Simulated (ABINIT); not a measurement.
# BAs: band structure with AM05

Crystal: BAs.

```
As B
1.0
     0.00000    2.38850    2.38850
     2.38850    0.00000    2.38850
     2.38850    2.38850    0.00000
As B
1 1
Direct
  0.75000 0.75000 0.75000
  0.00000 0.00000 0.00000
```

```yaml
Program: ABINIT 10.8.3 (patched build)
Task: band structure
Functional: AM05
Potentials_or_basis: JTH PAW PBE v2.0
Cutoff: 490 eV
k_mesh: 10 × 10 × 10
Occupations: fermi-dirac, width 0.05 eV
Spin: no spin polarisation
Fine-grid_cutoff: 979.61 eV
```

```json
{
 "Pressure": "-0.9 GPa",
 "Band gap on the k mesh": "1.12 eV, indirect (least direct gap 3.23 eV)",
 "Band gap along the path": "1.12 eV, indirect (least direct gap 3.23 eV)",
 "Valence electrons inside the program's atomic spheres": "As 12.81; B 1.74"
}
```

Levels at the corners of the path, in eV from the valence-band top:
```tsv
point	band 7	band 8	band 9	band 10	band 11	band 12
Γ	0.00	0.00	0.00	3.23	3.23	3.23
X	-8.51	-4.11	-4.11	1.36	1.39	11.37
W	-8.03	-5.53	-5.23	5.21	5.90	6.73
K	-8.12	-5.99	-3.51	1.98	5.50	9.20
Γ	0.00	0.00	0.00	3.23	3.23	3.23
L	-8.81	-1.83	-1.83	2.68	4.74	4.74
U	-8.12	-5.99	-3.51	1.98	5.50	9.20
W	-8.03	-5.53	-5.23	5.21	5.90	6.73
L	-8.81	-1.83	-1.83	2.68	4.74	4.74
K	-8.12	-5.99	-3.51	1.98	5.50	9.20
```

Wall time 49 s on 1 thread of Arm Neoverse V1, on a shared host, peak memory 0.12 GiB.

Caveat: the PAW data sets were made with another functional, which shifts forces and pressure a little. As with any semilocal functional, this AM05 gap is likely too small.
